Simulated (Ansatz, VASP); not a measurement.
This is a calculation of GaP for VASP 6.6.1.

Contents of INCAR:

```
PREC = Accurate
ENCUT = 520
EDIFF = 1E-6
ISMEAR = -1
SIGMA = 0.05
LREAL = False
LASPH = True
NELM = 150
ALGO = Normal
ISIF = 2
LWAVE = False
LCHARG = False
MAGMOM = 0 0 0 0 0 0
LORBIT = 11
LSORBIT = True
GGA_COMPAT = False
LORBMOM = True
GGA = CA
NBANDS = 30
```

File KPOINTS:

```
Automatic mesh
0
Gamma
  8 8 8
```

Contents of POSCAR:

```
GaP
1.0
    0.0000000000      2.7611126653      2.7611126653
    2.7611126653      0.0000000000      2.7611126653
    2.7611126653      2.7611126653      0.0000000000
Ga P
1 1
Direct
    0.0000000000      0.0000000000      0.0000000000
    0.7500000000      0.7500000000      0.7500000000
```

Potentials or basis: VASP PAW LDA potentials, release 64 (Ga_d, P).

Launch:

```console
$ cat potpaw_LDA.64/Ga_d/POTCAR potpaw_LDA.64/P/POTCAR > POTCAR
$ mpirun -np 1 vasp_ncl > vasp.out
```

Set up the same calculation for Ansatz 0.2.0. Potentials there: Ansatz PAW.

As run (the cutoff follows the program's own potentials):

input.yaml

```yaml
crystal:
  lattice:
    - [0.0, 2.7611126653, 2.7611126653]
    - [2.7611126653, 0.0, 2.7611126653]
    - [2.7611126653, 2.7611126653, 0.0]
  atoms:
    - { symbol: Ga, position: [0.0, 0.0, 0.0] }
    - { symbol: P, position: [0.75, 0.75, 0.75] }
hamiltonian:
  xc: lda
  pseudopotentials: { kind: paw_fr }
magnetization:
  noncollinear: true
  spin_orbit: true
kpoints:
  mp_grid: { grid: [8, 8, 8] }
scf:
  occupations: { method: fermi_dirac, width: 0.05 }
output:
  forces: true
  stress: true
  eigenvalues: true
```

Potentials or basis: Ansatz PAW.

The run is started by

```bash
$ ansatz run input.yaml --threads 2 --pin off --max-ram 5120MiB --backend cpu --events-out ev --progress --plain --runs-dir out
```

Both were run:

|  | VASP | Ansatz | Ansatz less VASP |
| --- | --- | --- | --- |
| gap on the k mesh at the Fermi level (eV) | 1.29 | 1.26 | -0.028 |
| least direct gap on the mesh (eV) | 1.29 | 1.26 | -0.028 |
| pressure (GPa) | -5.5 | -5.5 | -0.02 |
| net moment per atom (μB) | 0.00 | 0.00 | 0.000 |

Caveats: the PAW data sets come from PBE, with cores solved anew for the run's functional, which leaves a small shift of forces and pressure (Ansatz).
